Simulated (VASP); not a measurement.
# Si (P-1) in VASP: convergence with ENCUT

Aim: find how far ENCUT must go before the results for Si settle, at PBE. This setting moves, with any that are tied to it; all else stays.

All numbers are computed with VASP 6.6.1; they aren't measurements. Logs are shortened: lines on timing, memory, paths and dates and some standing lists are left out, and cuts for length are marked.

## Step 1: The cell of the first run

The typed cell holds 2 atoms: a = 4.121 Å, b = 4.121 Å, c = 2.655 Å, α = 90.00°, β = 90.00°, γ = 120.00°.

The cell was built by a generator and needn't be a form met in nature.

The cell isn't the ideal one: atoms moved at random, drawn with an rms of 0.02 Å.

## Step 2: With ENCUT 200 eV

Contents of INCAR:

```
SYSTEM = Si
PREC = Accurate
ENCUT = 200
EDIFF = 1E-6
ISMEAR = 0
SIGMA = 0.02
LREAL = .False.
LASPH = .True.
NELM = 100
ALGO = Fast
ISIF = 2
LWAVE = .False.
LCHARG = .False.
GGA = PE
NBANDS = 11
```

Contents of KPOINTS:

```
regular mesh
0
Gamma
  6 6 7
  0 0 0
```

Contents of POSCAR:

```
Si
1.0
    4.1209500000      0.0000000000      0.0000000000
   -2.0604700000      3.5688500000      0.0000000000
    0.0000000000      0.0000000000      2.6547900000
Si
2
Direct
    0.3299830000      0.6680270000      0.5014110000
    0.6725370000      0.3363370000      0.5029650000
```

Potentials or basis: VASP PAW PBE potentials, release 64 (Si).

Run with:

```
cat potpaw_PBE.64/Si/POTCAR > POTCAR
mpirun -np 1 vasp_std > vasp.out
```

OUTCAR:

```text
SYSTEM = Si
   PREC = Accurate
   ENCUT = 200
   EDIFF = 1E-6
   ISMEAR = 0
   LREAL = .False.
   LASPH = .True.
   NELM = 100
   ISIF = 2
   GGA = PE

 Found    128 irreducible k-points:

 Following reciprocal coordinates:
            Coordinates               Weight
  0.000000  0.000000  0.000000      1.000000
  0.166667 -0.000000  0.000000      2.000000
  0.000000  0.166667  0.000000      2.000000
 -0.166667  0.166667  0.000000      2.000000
  0.333333 -0.000000  0.000000      2.000000
  0.000000  0.333333  0.000000      2.000000
   k-points           NKPTS =    128   k-points in BZ     NKDIM =    128   number of bands    NBANDS=     11
   number of dos      NEDOS =    301   number of ions     NIONS =      2
   total plane-waves  NPLWV =   4800
   dimension x,y,z NGX =    20 NGY =   20 NGZ =   12
   dimension x,y,z NGXF=    40 NGYF=   40 NGZF=   24
   ions per type =               2
   NGX,Y,Z   is equivalent  to a cutoff of   8.07,  8.07,  7.51 a.u.
   NGXF,Y,Z  is equivalent  to a cutoff of  16.14, 16.14, 15.03 a.u.
 SYSTEM =  Si
   PREC   = accura    normal or accurate (medium, high low for compatibility)
   ISTART =      0    job   : 0-new  1-cont  2-samecut
   ICHARG =      2    charge: 1-file 2-atom 10-const
   ISPIN  =      1    spin polarized calculation?
   LNONCOLLINEAR =      F non collinear calculations
   LSORBIT =      F    spin-orbit coupling
   LASPH  =      T    aspherical Exc in radial PAW
   ENCUT  =  200.0 eV  14.70 Ry    3.83 a.u.   4.75  4.75  3.06*2*pi/ulx,y,z
   NELM   =    100;   NELMIN=  2; NELMDL= -5     # of ELM steps
   EDIFF  = 0.1E-05   stopping-criterion for ELM
   LREAL  =      F    real-space projection
   EDIFFG = 0.1E-04   stopping-criterion for IOM
   NSW    =      0    number of steps for IOM
   IBRION =     -1    ionic relax: 0-MD 1-quasi-New 2-CG
   NFREE  =      0    steps in history (QN), initial steepest desc. (CG)
   ISIF   =      2    stress and relaxation
   ISYM   =      2    0-nonsym 1-usesym 2-fastsym
   POTIM  = 0.5000    time-step for ionic-motion
   TEBEG  =    0.0;   TEEND  =   0.0 temperature during run
   PSTRESS=    0.0 pullay stress
   NELECT =       8.0000    total number of electrons
   NUPDOWN=      -1.0000    fix difference up-down
   EMIN   =  10.00;   EMAX   =-10.00  energy-range for DOS
   EFERMI =   0.00;   METHOD = LEGACY
   ISMEAR =     0;   SIGMA  =   0.02  broadening in eV -4-tet -1-fermi 0-gaus
   EFERMI_NEDOS =   21; number of points for ismear=-14 and -15
   IALGO  =     68    algorithm
   IMIX   =      4    mixing-type and parameters
     AMIX     =   0.40;   BMIX     =  1.00
     AMIX_MAG =   1.60;   BMIX_MAG =  1.00
  volume/ion in A,a.u.               =      19.52       131.74
  Fermi-wavevector in a.u.,A,eV,Ry     =   0.965131  1.823833 12.673523  0.931478
  Thomas-Fermi vector in A             =   2.094821
   LORBIT       =      0    0 simple, 1 ext, 2 COOP (PROOUT), +10 PAW based schemes
   GGA     = PE    functional components
   LHFCALC =     F    Hartree Fock is set to
   AEXX    =    0.0000 exact exchange contribution
   IVDW    =     0    specifies the selected vdW correction
   LEPSILON=     F    determine dielectric tensor
   LRPA    =     F    only Hartree local field effects (RPA)
 non-spin polarized calculation
 RMM-DIIS sequential band-by-band and
 Gauss-broadening in eV      SIGMA  =   0.02
  energy-cutoff  :      200.00
  volume of cell :       39.04
 maximum number of plane-waves:       261
   NGX =  9   NGY =  9   NGZ =  7

 number of electron       8.0000004 magnetization

 Free energy of the ion-electron system (eV)
  ---------------------------------------------------
  ext. energy  EPLUGINS =         0.00000000
  ---------------------------------------------------
  free energy    TOTEN  =       -10.05449300 eV

  energy without entropy =      -10.05440314  energy(sigma->0) =      -10.05444807

 E-fermi :   6.1138     XC(G=0):  -9.5829

 val. band max:        6.0968914862   @ k =   0.0000   0.5000   0.2857
 cond. band min:       6.1305151354   @ k =   0.5000   0.0000   0.2857
 fundamental gap:      0.0336236492
 Fermi energy:         6.1137797347

 k-point     1 :       0.0000    0.0000    0.0000
  band No.  band energies     occupation
      1      -6.1247      2.00000
      2       3.2102      2.00000
      3       3.4552      2.00000
      4       3.4746      2.00000
      5       7.3337      0.00000
      6       7.6028      0.00000
      7      11.8267      0.00000
      8      12.5695      0.00000
      9      15.1017      0.00000
     10      19.1941      0.00000
     11      22.1111      0.00000

 k-point     2 :       0.1667   -0.0000    0.0000
  band No.  band energies     occupation
      1      -5.8470      2.00000
      2       0.8253      2.00000
      3       3.0205      2.00000
      4       5.3354      2.00000
      5       7.7013      0.00000
      6       8.3559      0.00000
      7      12.7993      0.00000
      8      13.1815      0.00000
      9      15.3431      0.00000
     10      18.1141      0.00000
     11      21.8875      0.00000

 k-point     3 :       0.0000    0.1667    0.0000
  band No.  band energies     occupation
      1      -5.8514      2.00000
      2       0.9035      2.00000
      3       2.9217      2.00000
      4       5.3127      2.00000
      5       7.6353      0.00000
      6       8.4873      0.00000
      7      12.7941      0.00000
      8      13.1651      0.00000
      9      15.3489      0.00000
     10      18.1627      0.00000
     11      21.8452      0.00000

 k-point     4 :      -0.1667    0.1667    0.0000
  band No.  band energies     occupation
      1      -5.8539      2.00000
      2       0.9525      2.00000
      3       2.8608      2.00000
      4       5.2965      2.00000
      5       7.6239      0.00000
      6       8.5385      0.00000
      7      12.7910      0.00000
      8      13.1561      0.00000
      9      15.3529      0.00000
     10      18.1917      0.00000
     11      21.8647      0.00000

 k-point     5 :       0.3333   -0.0000    0.0000
  band No.  band energies     occupation
      1      -5.0492      2.00000
      2      -1.4161      2.00000
      3       2.4275      2.00000
      4       5.2274      2.00000
      5       9.9493      0.00000
      6      10.6896      0.00000
      7      13.4527      0.00000
      8      14.5838      0.00000
      9      16.4627      0.00000
     10      16.7605      0.00000
     11      17.6399      0.00000

 k-point     6 :       0.0000    0.3333    0.0000
  band No.  band energies     occupation
      1      -5.0755      2.00000
      2      -1.3159      2.00000
      3       2.3566      2.00000
      4       5.1319      2.00000
      5       9.9675      0.00000
      6      10.7805      0.00000
      7      13.4215      0.00000
      8      14.6160      0.00000
      9      16.5614      0.00000
     10      16.7540      0.00000
     11      17.7154      0.00000

 [... further k-points ...]

------------------------ aborting loop because EDIFF is reached ----------------------------------------

  FORCE on cell =-STRESS in cart. coord.  units (eV):
  Direction    XX          YY          ZZ          XY          YZ          ZX
  --------------------------------------------------------------------------------------
  -------------------------------------------------------------------------------------
  Total       -0.8396213     -0.9958387      1.5893728      0.3450458     -0.0002976     -0.0015639
  in kB      -34.4538875    -40.8642718     65.2199608     14.1589641     -0.0122138     -0.0641733
  external PRESSURE =      -3.3660662 kB  Pullay stress =       0.0000000 kB

 VOLUME and BASIS-vectors are now :
 -----------------------------------------------------------------------------
  energy-cutoff  :      200.00
  volume of cell :       39.04
      direct lattice vectors                 reciprocal lattice vectors
     4.120950000  0.000000000  0.000000000     0.242662493  0.140100813  0.000000000
    -2.060470000  3.568850000  0.000000000     0.000000000  0.280202306  0.000000000
     0.000000000  0.000000000  2.654790000     0.000000000  0.000000000  0.376677628

 POSITION                                       TOTAL-FORCE (eV/Angst)
 -----------------------------------------------------------------------------------
     -0.01661      2.38409      1.33114         0.420864      0.080607      0.001782
      2.07848      1.20034      1.33527        -0.420864     -0.080607     -0.001782
 -----------------------------------------------------------------------------------
    total drift:                                0.000001      0.000004      0.000019

  FREE ENERGIE OF THE ION-ELECTRON SYSTEM (eV)
  ---------------------------------------------------
  free  energy   TOTEN  =       -10.0544930020 eV

  energy  without entropy=      -10.0544031386  energy(sigma->0) =      -10.05444807
```

Wall time 9.2 s (1 thread of Intel Xeon Platinum 8488C (Sapphire Rapids), shared host); peak memory 0.11 GiB.

What came out:

```
Free energy            : -10.0545 eV
Largest force          : 0.429 eV/Å
Band gap on the k mesh : none (metal or under the smearing width)
```

## Step 3: With ENCUT 250 eV

Changes to INCAR since step 2:

```diff
@@ -2,3 +2,3 @@
 PREC = Accurate
-ENCUT = 200
+ENCUT = 250
 EDIFF = 1E-6
```

KPOINTS is that of step 2.

POSCAR is that of step 2.

Potentials or basis: VASP PAW PBE potentials, release 64 (Si).

Run with:

```
cat potpaw_PBE.64/Si/POTCAR > POTCAR
mpirun -np 1 vasp_std > vasp.out
```

Run time: 13 s. Hardware: 1 thread of Intel Xeon Platinum 8488C (Sapphire Rapids), shared host; peak memory 0.12 GiB.

What came out:

```yaml
Free_energy: -10.0828 eV
Largest_force: 0.429 eV/Å
Band_gap_on_the_k_mesh: none (metal or under the smearing width)
```

## Step 4: With ENCUT 300 eV

Changes to INCAR since step 3:

```diff
@@ -2,3 +2,3 @@
 PREC = Accurate
-ENCUT = 250
+ENCUT = 300
 EDIFF = 1E-6
```

KPOINTS is that of step 3.

POSCAR is that of step 3.

Run with:

```
cat potpaw_PBE.64/Si/POTCAR > POTCAR
mpirun -np 1 vasp_std > vasp.out
```

It took 13 s on 1 thread of Intel Xeon Platinum 8488C (Sapphire Rapids), shared host; peak memory 0.13 GiB.

What came out:

```yaml
Free_energy: -10.0952 eV
Pressure: -0.4 GPa
Largest_force: 0.427 eV/Å
Band_gap_on_the_k_mesh: none (metal or under the smearing width)
```

## Step 5: With ENCUT 350 eV

Changes to INCAR since step 4:

```diff
@@ -2,3 +2,3 @@
 PREC = Accurate
-ENCUT = 300
+ENCUT = 350
 EDIFF = 1E-6
```

KPOINTS is that of step 4.

POSCAR is that of step 4.

Run with:

```
cat potpaw_PBE.64/Si/POTCAR > POTCAR
mpirun -np 1 vasp_std > vasp.out
```

It took 26 s on 1 thread of Intel Xeon Platinum 8488C (Sapphire Rapids), shared host; peak memory 0.13 GiB.

What came out:

* Free energy: -10.1022 eV
* Pressure: -0.3 GPa
* Largest force: 0.427 eV/Å
* Band gap on the k mesh: none (metal or under the smearing width)

## Step 6: With ENCUT 400 eV

Changes to INCAR since step 5:

```diff
@@ -2,3 +2,3 @@
 PREC = Accurate
-ENCUT = 350
+ENCUT = 400
 EDIFF = 1E-6
```

KPOINTS is that of step 5.

POSCAR is that of step 5.

Potentials or basis: VASP PAW PBE potentials, release 64 (Si).

Run with:

```
cat potpaw_PBE.64/Si/POTCAR > POTCAR
mpirun -np 1 vasp_std > vasp.out
```

Wall time 25 s (1 thread of Intel Xeon Platinum 8488C (Sapphire Rapids), shared host); peak memory 0.14 GiB.

Results:

```
Free energy            : -10.1039 eV
Pressure               : -0.3 GPa
Largest force          : 0.426 eV/Å
Band gap on the k mesh : none (metal or under the smearing width)
```

## Step 7: With ENCUT 450 eV

Changes to INCAR since step 6:

```diff
@@ -2,3 +2,3 @@
 PREC = Accurate
-ENCUT = 400
+ENCUT = 450
 EDIFF = 1E-6
```

KPOINTS is that of step 6.

POSCAR is that of step 6.

Run with:

```
cat potpaw_PBE.64/Si/POTCAR > POTCAR
mpirun -np 1 vasp_std > vasp.out
```

Run time: 27 s. Hardware: 1 thread of Intel Xeon Platinum 8488C (Sapphire Rapids), shared host; peak memory 0.15 GiB.

What came out:

| Property | Result |
| --- | --- |
| Free energy | -10.1042 eV |
| Pressure | -0.2 GPa |
| Largest force | 0.426 eV/Å |
| Band gap on the k mesh | none (metal or under the smearing width) |

## Step 8: With ENCUT 500 eV

Changes to INCAR since step 7:

```diff
@@ -2,3 +2,3 @@
 PREC = Accurate
-ENCUT = 450
+ENCUT = 500
 EDIFF = 1E-6
```

KPOINTS is that of step 7.

POSCAR is that of step 7.

Run with:

```
cat potpaw_PBE.64/Si/POTCAR > POTCAR
mpirun -np 1 vasp_std > vasp.out
```

Wall time 24 s (1 thread of Intel Xeon Platinum 8488C (Sapphire Rapids), shared host); peak memory 0.16 GiB.

What came out:

```yaml
Free_energy: -10.1042 eV
Pressure: -0.2 GPa
Largest_force: 0.426 eV/Å
Band_gap_on_the_k_mesh: none (metal or under the smearing width)
```

## Step 9: With ENCUT 600 eV

Changes to INCAR since step 8:

```diff
@@ -2,3 +2,3 @@
 PREC = Accurate
-ENCUT = 500
+ENCUT = 600
 EDIFF = 1E-6
```

KPOINTS is that of step 8.

POSCAR is that of step 8.

Potentials or basis: VASP PAW PBE potentials, release 64 (Si).

Run with:

```
cat potpaw_PBE.64/Si/POTCAR > POTCAR
mpirun -np 1 vasp_std > vasp.out
```

Wall time 42 s (1 thread of Intel Xeon Platinum 8488C (Sapphire Rapids), shared host); peak memory 0.19 GiB.

Results:

```
Free energy            : -10.1043 eV
Pressure               : -0.2 GPa
Largest force          : 0.426 eV/Å
Band gap on the k mesh : none (metal or under the smearing width)
```

## Step 10: With ENCUT 800 eV

Changes to INCAR since step 9:

```diff
@@ -2,3 +2,3 @@
 PREC = Accurate
-ENCUT = 600
+ENCUT = 800
 EDIFF = 1E-6
```

KPOINTS is that of step 9.

POSCAR is that of step 9.

Run with:

```
cat potpaw_PBE.64/Si/POTCAR > POTCAR
mpirun -np 1 vasp_std > vasp.out
```

Wall time 66 s (1 thread of Intel Xeon Platinum 8488C (Sapphire Rapids), shared host); peak memory 0.23 GiB.

It converged, with:

```yaml
Free_energy: -10.1043 eV
Pressure: -0.2 GPa
Largest_force: 0.426 eV/Å
Band_gap_on_the_k_mesh: none (metal or under the smearing width)
```

## Step 11: The series at a glance

```csv
ENCUT,"energy less the tightest run, at zero smearing (meV/atom)",largest force (eV/Å),SCF cycles,CPU time (s),peak memory (GiB)
200 eV,24.92,0.429,12,8.3,0.11
250 eV,10.76,0.429,12,12,0.12
300 eV,4.58,0.427,12,12,0.13
350 eV,1.07,0.427,12,25,0.13
400 eV,0.22,0.426,12,24,0.14
450 eV,0.07,0.426,12,26,0.15
500 eV,0.09,0.426,12,24,0.16
600 eV,0.01,0.426,12,42,0.19
800 eV,0.00,0.426,12,66,0.23
```

Against the tightest run, the energy stays within 1 meV/atom from 400 eV on; the largest force stays within 0.005 eV/Å from 200 eV on. The tightest run that finished is the yardstick and may itself not be fully converged.
